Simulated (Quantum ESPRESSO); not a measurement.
# Ni (Im-3m) in Quantum ESPRESSO: a series of runs

Runs on Ni. Level: LDA. Tasks: single point, equation of state.

All numbers are computed with Quantum ESPRESSO 7.5; they aren't measurements. Logs are shortened: lines on timing, memory, paths and dates and some standing lists are left out, and cuts for length are marked.

## 1. Starting point

It takes space group Im-3m (No. 229, cubic). The conventional cell has a = 2.767 Å, b = 2.767 Å, c = 2.767 Å, α = 90.00°, β = 90.00°, γ = 90.00°. Around Ni (site symmetry m-3m) lie 8 Ni at 2.40 Å.

This isn't the form of Ni at room conditions, which is fcc.

## 2. Single point, LDA, collinear spin, ferromagnetic start, 9.96 Å³/atom

Input file pw.in:

```
&CONTROL
  calculation = 'scf'
  prefix = 'pwscf'
  outdir = './tmp'
  pseudo_dir = './pseudo'
  tstress = .true.
  disk_io = 'nowf'
/
&SYSTEM
  ibrav = 0
  nat = 1
  ntyp = 1
  ecutwfc = 45
  ecutrho = 360
  nbnd = 18
  occupations = 'smearing'
  smearing = 'fd'
  degauss = 0.00367493
  nspin = 2
  starting_magnetization(1) = 0.0556
/
&ELECTRONS
  conv_thr = 2d-10
  electron_maxstep = 120
  mixing_beta = 0.3
/
ATOMIC_SPECIES
Ni    58.6934 ni_lda_v1.4.uspp.F.UPF
CELL_PARAMETERS angstrom
  -1.3554684528    1.3554684528    1.3554684528
   1.3554684528   -1.3554684528    1.3554684528
   1.3554684528    1.3554684528   -1.3554684528
ATOMIC_POSITIONS crystal
Ni     0.0000000000    0.0000000000    0.0000000000
K_POINTS automatic
13 13 13 0 0 0
```

Potentials or basis: GBRV 1.5 LDA.

Launch:

```
$ OMP_NUM_THREADS=1 mpirun -n 2 pw.x -nk 2 -in pw.in > pw.out
```

pw.out:

```text
This program is part of the open-source Quantum ESPRESSO suite
     for quantum simulation of materials; please cite
[... 13 lines left out ...]
     --------------------
     sticks:   dense  smooth     PW     G-vecs:    dense   smooth      PW
     Sum         535     265     95                 7803     2731     603

     Using Slab Decomposition

     bravais-lattice index     =            0
     lattice parameter (alat)  =       4.4366  a.u.
     unit-cell volume          =      67.2241 (a.u.)^3
     number of atoms/cell      =            1
     number of atomic types    =            1
     number of electrons       =        18.00
     number of Kohn-Sham states=           18
     kinetic-energy cutoff     =      45.0000  Ry
     charge density cutoff     =     360.0000  Ry
     scf convergence threshold =      2.0E-10
     mixing beta               =       0.3000
     number of iterations used =            8  plain     mixing
     Exchange-correlation=  SLA  PZ   NOGX NOGC
                           (   1   1   0   0   0   0   0)

     celldm(1)=   4.436586  celldm(2)=   0.000000  celldm(3)=   0.000000
     celldm(4)=   0.000000  celldm(5)=   0.000000  celldm(6)=   0.000000

     crystal axes: (cart. coord. in units of alat)
               a(1) = (  -0.577350   0.577350   0.577350 )
               a(2) = (   0.577350  -0.577350   0.577350 )
               a(3) = (   0.577350   0.577350  -0.577350 )

     reciprocal axes: (cart. coord. in units 2 pi/alat)
               b(1) = ( -0.000000  0.866025  0.866025 )
               b(2) = (  0.866025 -0.000000  0.866025 )
               b(3) = (  0.866025  0.866025  0.000000 )

     PseudoPot. # 1 for Ni read from file:
     ni_lda_v1.4.uspp.F.UPF
     Pseudo is Ultrasoft + core correction, Zval = 18.0
     Generated by new atomic code, or converted to UPF format
     Using radial grid of  865 points,  6 beta functions with:
                l(1) =   0
                l(2) =   0
                l(3) =   1
                l(4) =   1
                l(5) =   2
                l(6) =   2
     Q(r) pseudized with 10 coefficients,  rinner =    0.980   0.980   0.980
                                                       0.980   0.980

     atomic species   valence    mass     pseudopotential
     Ni               18.00    58.69340     Ni( 1.00)

     Starting magnetic structure
     atomic species   magnetization
     Ni              0.056

     48 Sym. Ops., with inversion, found

   Cartesian axes

     site n.     atom                  positions (alat units)
         1        Ni     tau(   1) = (   0.0000000   0.0000000   0.0000000  )

     number of k points=    84  Fermi-Dirac smearing, width (Ry)=  0.0037
                       cart. coord. in units 2pi/alat
        k(    1) = (   0.0000000   0.0000000   0.0000000), wk =   0.0004552
        k(    2) = (   0.0666173   0.0666173   0.0000000), wk =   0.0054620
        k(    3) = (   0.1332347   0.1332347   0.0000000), wk =   0.0054620
        k(    4) = (   0.1998520   0.1998520   0.0000000), wk =   0.0054620
        k(    5) = (   0.2664694   0.2664694   0.0000000), wk =   0.0054620
        k(    6) = (   0.3330867   0.3330867   0.0000000), wk =   0.0054620
[... 76 lines left out ...]
        k(   83) = (  -0.7994081  -0.0666173  -0.0666173), wk =   0.0036413
        k(   84) = (   0.0000000   0.0000000   0.7994081), wk =   0.0027310

     Dense  grid:     7803 G-vectors     FFT dimensions: (  27,  27,  27)

     Smooth grid:     2731 G-vectors     FFT dimensions: (  20,  20,  20)

     Check: negative core charge=   -0.000009
     Generating pointlists ...
     new r_m :   0.4125 (alat units)  1.8301 (a.u.) for type    1

     Initial potential from superposition of free atoms

     starting charge      16.0000, renormalised to      18.0000
     Starting wfcs are   13 randomized atomic wfcs +    5 random wfcs

     Self-consistent Calculation

     iteration #  1     ecut=    45.00 Ry     beta= 0.30
     Davidson diagonalization with overlap
     ethr =  1.00E-02,  avg # of iterations =  5.3

     total energy              =    -337.35490172 Ry
     estimated scf accuracy    <      29.24613059 Ry

     total magnetization       =     0.40 Bohr mag/cell
     absolute magnetization    =     0.40 Bohr mag/cell

     iteration #  2     ecut=    45.00 Ry     beta= 0.30
     Davidson diagonalization with overlap
     ethr =  1.00E-02,  avg # of iterations =  2.4

     total energy              =    -343.05221992 Ry
     estimated scf accuracy    <       0.67927316 Ry

     total magnetization       =     0.46 Bohr mag/cell
     absolute magnetization    =     0.52 Bohr mag/cell

     iteration #  3     ecut=    45.00 Ry     beta= 0.30
     Davidson diagonalization with overlap
     ethr =  3.77E-03,  avg # of iterations =  1.3

     total energy              =    -343.18284501 Ry
     estimated scf accuracy    <       0.03095893 Ry

     total magnetization       =     0.62 Bohr mag/cell
     absolute magnetization    =     0.66 Bohr mag/cell

     iteration #  4     ecut=    45.00 Ry     beta= 0.30
     Davidson diagonalization with overlap
     ethr =  1.72E-04,  avg # of iterations =  2.2

     total energy              =    -343.18896510 Ry
     estimated scf accuracy    <       0.01888939 Ry

     total magnetization       =     0.58 Bohr mag/cell
     absolute magnetization    =     0.62 Bohr mag/cell

     iteration #  5     ecut=    45.00 Ry     beta= 0.30
     Davidson diagonalization with overlap
     ethr =  1.05E-04,  avg # of iterations =  1.3

     total energy              =    -343.19220909 Ry
     estimated scf accuracy    <       0.00024173 Ry

     total magnetization       =     0.57 Bohr mag/cell
     absolute magnetization    =     0.62 Bohr mag/cell

     iteration #  6     ecut=    45.00 Ry     beta= 0.30
     Davidson diagonalization with overlap
     ethr =  1.34E-06,  avg # of iterations =  2.7

     total energy              =    -343.19229300 Ry
     estimated scf accuracy    <       0.00042973 Ry

     total magnetization       =     0.57 Bohr mag/cell
     absolute magnetization    =     0.61 Bohr mag/cell

     iteration #  7     ecut=    45.00 Ry     beta= 0.30
     Davidson diagonalization with overlap
     ethr =  1.34E-06,  avg # of iterations =  1.1

     total energy              =    -343.19234032 Ry
     estimated scf accuracy    <       0.00003276 Ry

     total magnetization       =     0.55 Bohr mag/cell
     absolute magnetization    =     0.59 Bohr mag/cell

     iteration #  8     ecut=    45.00 Ry     beta= 0.30
     Davidson diagonalization with overlap
     ethr =  1.82E-07,  avg # of iterations =  1.0

     total energy              =    -343.19234454 Ry
     estimated scf accuracy    <       0.00001326 Ry

     total magnetization       =     0.55 Bohr mag/cell
     absolute magnetization    =     0.59 Bohr mag/cell

     iteration #  9     ecut=    45.00 Ry     beta= 0.30
     Davidson diagonalization with overlap
     ethr =  7.37E-08,  avg # of iterations =  1.1

     total energy              =    -343.19235142 Ry
     estimated scf accuracy    <       0.00000433 Ry

     total magnetization       =     0.53 Bohr mag/cell
     absolute magnetization    =     0.57 Bohr mag/cell

     iteration # 10     ecut=    45.00 Ry     beta= 0.30
     Davidson diagonalization with overlap
     ethr =  2.41E-08,  avg # of iterations =  1.3

     total energy              =    -343.19234962 Ry
     estimated scf accuracy    <       0.00000430 Ry

     total magnetization       =     0.53 Bohr mag/cell
     absolute magnetization    =     0.56 Bohr mag/cell

     iteration # 11     ecut=    45.00 Ry     beta= 0.30
     Davidson diagonalization with overlap
     ethr =  2.39E-08,  avg # of iterations =  1.5

     total energy              =    -343.19235616 Ry
     estimated scf accuracy    <       0.00000036 Ry

     total magnetization       =     0.51 Bohr mag/cell
     absolute magnetization    =     0.55 Bohr mag/cell

     iteration # 12     ecut=    45.00 Ry     beta= 0.30
     Davidson diagonalization with overlap
     ethr =  2.02E-09,  avg # of iterations =  1.7

     total energy              =    -343.19235434 Ry
     estimated scf accuracy    <       0.00000006 Ry

     total magnetization       =     0.51 Bohr mag/cell
     absolute magnetization    =     0.54 Bohr mag/cell

     iteration # 13     ecut=    45.00 Ry     beta= 0.30
     Davidson diagonalization with overlap
     ethr =  3.32E-10,  avg # of iterations =  2.0

     total energy              =    -343.19235175 Ry
     estimated scf accuracy    <       0.00000043 Ry

     total magnetization       =     0.52 Bohr mag/cell
     absolute magnetization    =     0.55 Bohr mag/cell

     iteration # 14     ecut=    45.00 Ry     beta= 0.30
     Davidson diagonalization with overlap
     ethr =  3.32E-10,  avg # of iterations =  2.3

     total energy              =    -343.19235730 Ry
     estimated scf accuracy    <          5.3E-10 Ry

     total magnetization       =     0.50 Bohr mag/cell
     absolute magnetization    =     0.54 Bohr mag/cell

     iteration # 15     ecut=    45.00 Ry     beta= 0.30
     Davidson diagonalization with overlap
     ethr =  2.96E-12,  avg # of iterations =  2.2

     total energy              =    -343.19235732 Ry
     estimated scf accuracy    <          6.0E-10 Ry

     total magnetization       =     0.50 Bohr mag/cell
     absolute magnetization    =     0.54 Bohr mag/cell

     iteration # 16     ecut=    45.00 Ry     beta= 0.30
     Davidson diagonalization with overlap
     ethr =  2.96E-12,  avg # of iterations =  1.7

     total energy              =    -343.19235730 Ry
     estimated scf accuracy    <          9.6E-10 Ry

     total magnetization       =     0.50 Bohr mag/cell
     absolute magnetization    =     0.53 Bohr mag/cell

     iteration # 17     ecut=    45.00 Ry     beta= 0.30
     Davidson diagonalization with overlap
     ethr =  2.96E-12,  avg # of iterations =  2.0

     Magnetic moment per site  (integrated on atomic sphere of radius R)
     atom   1 (R=0.412)  charge= 16.4766  magn=  0.5176

     End of self-consistent calculation

     Number of k-points >= 100: set verbosity='high' to print the bands.

     the Fermi energy is    19.3191 ev

!    total energy              =    -343.19235733 Ry
     estimated scf accuracy    <          1.2E-11 Ry
     smearing contrib. (-TS)   =      -0.00117187 Ry
     internal energy E=F+TS    =    -343.19118545 Ry

     The total energy is F=E-TS. E is the sum of the following terms:
     one-electron contribution =    -181.08235858 Ry
     hartree contribution      =     103.17465078 Ry
     xc contribution           =     -35.11987389 Ry
     ewald contribution        =    -230.16360376 Ry

     total magnetization       =     0.50 Bohr mag/cell
     absolute magnetization    =     0.54 Bohr mag/cell

     convergence has been achieved in  17 iterations

     Computing stress (Cartesian axis) and pressure

          total   stress  (Ry/bohr**3)                   (kbar)     P=       36.64
   0.00024911   0.00000000  -0.00000000           36.64        0.00       -0.00
   0.00000000   0.00024911   0.00000000            0.00       36.64        0.00
  -0.00000000  -0.00000000   0.00024911           -0.00       -0.00       36.64

=------------------------------------------------------------------------------=
   JOB DONE.
=------------------------------------------------------------------------------=
```

Wall time 6.7 s (2 MPI ranks of Intel Xeon 6975P-C (Granite Rapids), shared host); peak memory 0.12 GiB.

Results:

| Property | Result |
| --- | --- |
| Free energy | -4669.3699 eV |
| Pressure | 3.7 GPa |
| Band gap on the k mesh | none (metal or under the smearing width) |
| Net moment | 0.50 μB per cell |
| Absolute moment | 0.54 μB per cell |
| Site moments | Ni +0.52 μB |
| Valence electrons inside the program's atomic spheres | Ni 16.48 |

## 3. Single point, LDA, collinear spin, ferromagnetic start, 10.17 Å³/atom

Changes to pw.in since step 2:

```diff
@@ -29,5 +29,5 @@
 CELL_PARAMETERS angstrom
-  -1.3554684528    1.3554684528    1.3554684528
-   1.3554684528   -1.3554684528    1.3554684528
-   1.3554684528    1.3554684528   -1.3554684528
+  -1.3650143198    1.3650143198    1.3650143198
+   1.3650143198   -1.3650143198    1.3650143198
+   1.3650143198    1.3650143198   -1.3650143198
 ATOMIC_POSITIONS crystal
```

Potentials or basis: GBRV 1.5 LDA.

Launch:

```
$ OMP_NUM_THREADS=1 mpirun -n 2 pw.x -nk 2 -in pw.in > pw.out
```

Run time: 5.6 s. Hardware: 2 MPI ranks of Intel Xeon 6975P-C (Granite Rapids), shared host; peak memory 0.14 GiB.

It converged, with:

```
Free energy                                           : -4669.3718 eV
Pressure                                              : -1.5 GPa
Band gap on the k mesh                                : none (metal or under the smearing width)
Net moment                                            : 0.55 μB per cell
Absolute moment                                       : 0.59 μB per cell
Site moments                                          : Ni +0.57 μB
Valence electrons inside the program's atomic spheres : Ni 16.49
```

## 4. Single point, LDA, collinear spin, ferromagnetic start, 10.39 Å³/atom

Changes to pw.in since step 3:

```diff
@@ -29,5 +29,5 @@
 CELL_PARAMETERS angstrom
-  -1.3650143198    1.3650143198    1.3650143198
-   1.3650143198   -1.3650143198    1.3650143198
-   1.3650143198    1.3650143198   -1.3650143198
+  -1.3744285092    1.3744285092    1.3744285092
+   1.3744285092   -1.3744285092    1.3744285092
+   1.3744285092    1.3744285092   -1.3744285092
 ATOMIC_POSITIONS crystal
```

Launch:

```
$ OMP_NUM_THREADS=1 mpirun -n 2 pw.x -nk 2 -in pw.in > pw.out
```

Wall time 5.6 s (2 MPI ranks of Intel Xeon 6975P-C (Granite Rapids), shared host); peak memory 0.14 GiB.

Results (log left out):

```yaml
Free_energy: -4669.3673 eV
Pressure: -6.1 GPa
Band_gap_on_the_k_mesh: none (metal or under the smearing width)
Net_moment: 0.57 μB per cell
Absolute_moment: 0.61 μB per cell
Site_moments: Ni +0.59 μB
Valence_electrons_inside_the_program's_atomic_spheres: Ni 16.51
```

## 5. Single point, LDA, collinear spin, ferromagnetic start, 10.60 Å³/atom

Changes to pw.in since step 4:

```diff
@@ -29,5 +29,5 @@
 CELL_PARAMETERS angstrom
-  -1.3744285092    1.3744285092    1.3744285092
-   1.3744285092   -1.3744285092    1.3744285092
-   1.3744285092    1.3744285092   -1.3744285092
+  -1.3837154700    1.3837154700    1.3837154700
+   1.3837154700   -1.3837154700    1.3837154700
+   1.3837154700    1.3837154700   -1.3837154700
 ATOMIC_POSITIONS crystal
```

Launch:

```
$ OMP_NUM_THREADS=1 mpirun -n 2 pw.x -nk 2 -in pw.in > pw.out
```

Run time: 6 s. Hardware: 2 MPI ranks of Intel Xeon 6975P-C (Granite Rapids), shared host; peak memory 0.14 GiB.

The run converged. Its results:

```yaml
Free_energy: -4669.3570 eV
Pressure: -10.2 GPa
Band_gap_on_the_k_mesh: none (metal or under the smearing width)
Net_moment: 0.59 μB per cell
Absolute_moment: 0.63 μB per cell
Site_moments: Ni +0.61 μB
Valence_electrons_inside_the_program's_atomic_spheres: Ni 16.53
```

## 6. Single point, LDA, collinear spin, ferromagnetic start, 10.81 Å³/atom

Changes to pw.in since step 5:

```diff
@@ -29,5 +29,5 @@
 CELL_PARAMETERS angstrom
-  -1.3837154700    1.3837154700    1.3837154700
-   1.3837154700   -1.3837154700    1.3837154700
-   1.3837154700    1.3837154700   -1.3837154700
+  -1.3928794157    1.3928794157    1.3928794157
+   1.3928794157   -1.3928794157    1.3928794157
+   1.3928794157    1.3928794157   -1.3928794157
 ATOMIC_POSITIONS crystal
```

Potentials or basis: GBRV 1.5 LDA.

Launch:

```
$ OMP_NUM_THREADS=1 mpirun -n 2 pw.x -nk 2 -in pw.in > pw.out
```

Run time: 5.4 s. Hardware: 2 MPI ranks of Intel Xeon 6975P-C (Granite Rapids), shared host; peak memory 0.14 GiB.

Results (log left out):

```yaml
Free_energy: -4669.3415 eV
Pressure: -13.9 GPa
Band_gap_on_the_k_mesh: none (metal or under the smearing width)
Net_moment: 0.60 μB per cell
Absolute_moment: 0.65 μB per cell
Site_moments: Ni +0.62 μB
Valence_electrons_inside_the_program's_atomic_spheres: Ni 16.55
```

## 7. Single point, LDA, collinear spin, ferromagnetic start, 11.02 Å³/atom

Changes to pw.in since step 6:

```diff
@@ -29,5 +29,5 @@
 CELL_PARAMETERS angstrom
-  -1.3928794157    1.3928794157    1.3928794157
-   1.3928794157   -1.3928794157    1.3928794157
-   1.3928794157    1.3928794157   -1.3928794157
+  -1.4019243406    1.4019243406    1.4019243406
+   1.4019243406   -1.4019243406    1.4019243406
+   1.4019243406    1.4019243406   -1.4019243406
 ATOMIC_POSITIONS crystal
```

Launch:

```
$ OMP_NUM_THREADS=1 mpirun -n 2 pw.x -nk 2 -in pw.in > pw.out
```

Run time: 6.1 s. Hardware: 2 MPI ranks of Intel Xeon 6975P-C (Granite Rapids), shared host; peak memory 0.14 GiB.

The run converged. Its results:

```yaml
Free_energy: -4669.3214 eV
Pressure: -17.0 GPa
Band_gap_on_the_k_mesh: none (metal or under the smearing width)
Net_moment: 0.61 μB per cell
Absolute_moment: 0.66 μB per cell
Site_moments: Ni +0.63 μB
Valence_electrons_inside_the_program's_atomic_spheres: Ni 16.56
```

## 8. Single point, LDA, collinear spin, ferromagnetic start, 11.23 Å³/atom

Changes to pw.in since step 7:

```diff
@@ -29,5 +29,5 @@
 CELL_PARAMETERS angstrom
-  -1.4019243406    1.4019243406    1.4019243406
-   1.4019243406   -1.4019243406    1.4019243406
-   1.4019243406    1.4019243406   -1.4019243406
+  -1.4108540358    1.4108540358    1.4108540358
+   1.4108540358   -1.4108540358    1.4108540358
+   1.4108540358    1.4108540358   -1.4108540358
 ATOMIC_POSITIONS crystal
```

Launch:

```
$ OMP_NUM_THREADS=1 mpirun -n 2 pw.x -nk 2 -in pw.in > pw.out
```

Wall time 5 s (2 MPI ranks of Intel Xeon 6975P-C (Granite Rapids), shared host); peak memory 0.14 GiB.

The run converged. Its results:

```yaml
Free_energy: -4669.2973 eV
Pressure: -20.0 GPa
Band_gap_on_the_k_mesh: none (metal or under the smearing width)
Net_moment: 0.62 μB per cell
Absolute_moment: 0.67 μB per cell
Site_moments: Ni +0.64 μB
Valence_electrons_inside_the_program's_atomic_spheres: Ni 16.58
```

## 9. Equation of state, LDA, collinear spin, ferromagnetic start

Potentials or basis: GBRV 1.5 LDA.

This step only gathers the single runs of the series.

Results:

```
Equilibrium volume                      : 10.13 Å³/atom
Bulk modulus                            : 241 GPa
Pressure derivative of the bulk modulus : 4.6
```

Energy against volume, from the lowest point:
```csv
volume (Å³/atom),energy (meV/atom)
9.962,1.93
10.174,0.00
10.385,4.49
10.597,14.81
10.809,30.32
11.021,50.40
11.233,74.52
```
